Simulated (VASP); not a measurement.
A run of VASP 6.6.1 is set up as follows.

The input INCAR:

```
SYSTEM = InAs
ALGO = Normal ; EDIFF = 1E-6
ENCUT = 520 ; GGA = PS
ISIF = 2 ; ISMEAR = 0
LASPH = .TRUE. ; LCHARG = .FALSE.
LREAL = .FALSE. ; LWAVE = .FALSE.
NBANDS = 16 ; NELM = 100
PREC = Accurate ; SIGMA = 0.05
```

File KPOINTS:

```
k-points
0
G
  6 6 6
  0 0 0
```

POSCAR

```
InAs
1.0
    0.0000000000      3.0240000793      3.0240000793
    3.0240000793      0.0000000000      3.0240000793
    3.0240000793      3.0240000793      0.0000000000
In As
1 1
Direct
    0.0000000000      0.0000000000      0.0000000000
    0.7500000000      0.7500000000      0.7500000000
```

Potentials or basis: VASP PAW PBE potentials, release 64 (In_d, As).

Run with:

```console
$ cat potpaw_PBE.64/In_d/POTCAR potpaw_PBE.64/As/POTCAR > POTCAR
$ mpirun -np 1 vasp_std > vasp.out
```

Problem. What does it give for the band gap on the k mesh?

Solution. Zero (filled and empty bands touch).

Problem. Predict the pressure.

Solution. 1.3 GPa.

Caveat: the PAW data sets were made with another functional, which shifts forces and pressure a little; spin-orbit coupling is left out, which moves the levels of the heavy elements.

**Measured values to compare with.**

From a printed reference work, data compilation, for a bulk crystal of InAs at 4.2 K: band gap 0.418 eV (direct).

Against the measured gap of InAs, 0.418 eV (direct; 4.2 K; a printed reference work, data compilation), the calculated 0.00 eV is off by -0.42 eV. Spin-orbit coupling on As, In is left out. The value is that of PBEsol on a finite k mesh, which can miss the band edges, without temperature or zero-point motion. Semilocal functionals fall short of measured gaps as a rule.
